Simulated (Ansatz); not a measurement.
Ansatz input file:

```yaml
crystal:
  lattice:
    - [3.520594038, 0.0, 0.0]
    - [-1.760297019, 3.0489238733, 0.0]
    - [0.0, 0.0, 4.2381206964]
  atoms:
    - { symbol: Mg, position: [0.6666666667, 0.3333333333, 0.75] }
    - { symbol: Mg, position: [0.3333333333, 0.6666666667, 0.25] }
    - { symbol: O, position: [0.6666666667, 0.3333333333, 0.25] }
    - { symbol: O, position: [0.3333333333, 0.6666666667, 0.75] }
basis:
  ecutwfc: 420
kpoints:
  mp_grid: { grid: [9, 9, 6] }
  band_path:
    path:
      - [[0.0, 0.0, 0.0], [0.5, 0.0, 0.0], [0.33333333, 0.33333333, 0.0], [0.0, 0.0, 0.0], [0.0, 0.0, 0.5], [0.5, 0.0, 0.5], [0.33333333, 0.33333333, 0.5], [0.0, 0.0, 0.5]]
      - [[0.5, 0.0, 0.5], [0.5, 0.0, 0.0]]
      - [[0.33333333, 0.33333333, 0.5], [0.33333333, 0.33333333, 0.0]]
    npoints: 14
hamiltonian:
  xc: pbe
scf:
  occupations: { method: gaussian, width: 0.02 }
  n_extra_bands: 10
output:
  forces: true
  stress: true
  eigenvalues: true
  populations: true
  dos: { projected: true, de: 0.02, nscf_kmesh: { grid: [14, 14, 9] } }
  bader: true
  write_density: true
  write_potential: true
  elf: true
  volumetric_format: npy
```

Command:
```bash
ansatz run input.yaml --threads 1 --pin off --max-ram 2560MiB --backend cpu --events-out ev --progress --plain --runs-dir out
```

Level of theory: DFT PBE, scalar-relativistic, plane waves, PAW (Ansatz).

From the run's log, abridged (iterations and final results):

```
SCF iter   1: F=—  HF=-4988.138395 eV  |F-HF|=—  |Δ(HF+E_count)|=         —  Δρ=1.13e-3  dr2=2.63e-4  ethr=1.77e-3  ⟨swp⟩=6.0  Hψ=5977  notcnv=0  defer=9
SCF iter   2: F=—  HF=-4988.138594 eV  |F-HF|=—  |Δ(HF+E_count)|=   1.99e-4  Δρ=5.61e-4  dr2=6.95e-5  ethr=8.22e-7  ⟨swp⟩=2.5  Hψ=2743  notcnv=0  defer=86
SCF iter   3: F=—  HF=-4988.139228 eV  |F-HF|=—  |Δ(HF+E_count)|=   6.34e-4  Δρ=2.47e-4  dr2=1.75e-5  ethr=2.17e-7  ⟨swp⟩=3.0  Hψ=2074  notcnv=0  defer=86
SCF iter   4: F=—  HF=-4988.139256 eV  |F-HF|=—  |Δ(HF+E_count)|=   2.83e-5  Δρ=4.76e-5  dr2=6.46e-7  ethr=5.46e-8  ⟨swp⟩=2.3  Hψ=1658  notcnv=0  defer=86
SCF iter   5: F=—  HF=-4988.139256 eV  |F-HF|=—  |Δ(HF+E_count)|=   6.49e-8  Δρ=2.96e-5  dr2=2.64e-7  ethr=2.02e-9  ⟨swp⟩=2.0  Hψ=1813  notcnv=0  defer=86
SCF iter   6: F=-4988.139256 eV  HF=-4988.139256 eV  |F-HF|=1.05e-8  |Δ(HF+E_count)|=   1.09e-8  Δρ=3.36e-6  dr2=4.55e-9  ethr=3.13e-10  ⟨swp⟩=10.4  Hψ=7392  notcnv=0
SCF 1 converged in 6 iterations: F = -4988.139256 eV  dr2 = 4.55e-9
SCF converged after 6 iterations
Free energy (F): -4988.139256 eV
Harris-Foulkes:  -4988.139256 eV  (|F-HF|=1.05e-8)
Internal energy: -4988.139256 eV  (E = F + TS)
E sigma→0 (E₀):  -4988.139256 eV
Fermi energy:    7.499972 eV
--- Per-component energies (eV) ---
  E_band       = -657.787598
  E_kinetic    = 508.677491
  E_local      = -3684.120207  (includes V_loc(G=0)·N_el)
  E_nonlocal   = 285.741276
  E_hartree    = 1312.597025
  E_xc         = -209.329319
  E_vxc        = -268.097173  (∫ρ·V_xc dr)
  E_paw        = -900.100744  (= ΣΔE_a)
  E_vpaw       = -125.187653  (= ΣTr[D̂ρ^β])
  E_aug_tail   = 0.004996  (compensation charges beyond the density's cutoff)
  E_ewald      = -2301.609775
  E_smearing   =  0.000000  (= −TS)
--- Forces (eV/Å), atoms counted from 1 ---
  atom   1  Mg     0.00000000     0.00000000     0.00000000
  atom   2  Mg     0.00000000     0.00000000     0.00000000
  atom   3  O      0.00000000     0.00000000     0.00000000
  atom   4  O      0.00000000     0.00000000     0.00000000
--- Stress (GPa, compression-positive) ---
        0.010432       0.000000       0.000000
        0.000000       0.010432       0.000000
        0.000000       0.000000       0.016311
  P = ⅓ Tr σ = 0.0124 GPa (0.124 kbar)
--- Band table (eV; the first three rows and the last of 48) ---
  k-point 0: bands = ["-66.5196", "-66.5091", "-33.3023", "-33.2853", "-33.2853", "-33.2617", "-33.2617", "-33.2362", "-10.9262", "-9.6232", "2.3515", "4.1996", "4.1996", "5.0896", "5.0896", "5.8605", "9.1394", "15.0801", "17.8129", "18.2328", "18.2328", "21.2174", "21.2174", "21.3116", "21.3116", "21.9488"]
  k-point 1: bands = ["-66.5189", "-66.5098", "-33.2984", "-33.2837", "-33.2837", "-33.2633", "-33.2633", "-33.2411", "-10.8373", "-9.7071", "2.4689", "4.2554", "4.2554", "5.0260", "5.0260", "5.3601", "9.6873", "14.5966", "18.1465", "18.1465", "18.3123", "20.5371", "20.5371", "21.8642", "21.8642", "22.1552"]
  k-point 2: bands = ["-66.5170", "-66.5118", "-33.2873", "-33.2794", "-33.2794", "-33.2676", "-33.2676", "-33.2542", "-10.5948", "-9.9401", "2.8438", "4.4036", "4.4098", "4.4098", "4.8546", "4.8546", "10.8316", "13.4806", "18.1744", "18.1744", "19.4346", "19.4346", "19.6076", "22.3638", "23.1269", "23.1269"]
  k-point 47: bands = ["-66.5137", "-66.5137", "-33.3104", "-33.3104", "-33.2809", "-33.2809", "-33.2451", "-33.2451", "-9.9469", "-9.9469", "2.3784", "2.3784", "3.4824", "3.4824", "5.4952", "5.4952", "13.9139", "13.9139", "16.4505", "16.4505", "18.5564", "18.5564", "23.1339", "23.1339", "23.7679", "23.7679"]
--- Löwdin populations: 4 sites ---
  site symbol q [e]
     0     Mg      8.4613
     1     Mg      8.4613
     2      O      7.3953
     3      O      7.3953
  spilling = 0.008961 (of n_electrons = 32.000000)
--- Bader charges: 4 sites ---
  site symbol charge [e]  shift [e]
     0     Mg      1.7112     0.0048
     1     Mg      1.7112     0.0048
     2      O     -1.7112     0.0048
     3      O     -1.7112     0.0048
  estimated error of the sums over rays = 2.7e-4 e
```

The run converged.

The run took 48 s on 1 thread of Intel(R) Xeon(R) Platinum 8375C CPU @ 2.90GHz (Ice Lake), with other jobs on the host, peak memory 0.41 GiB.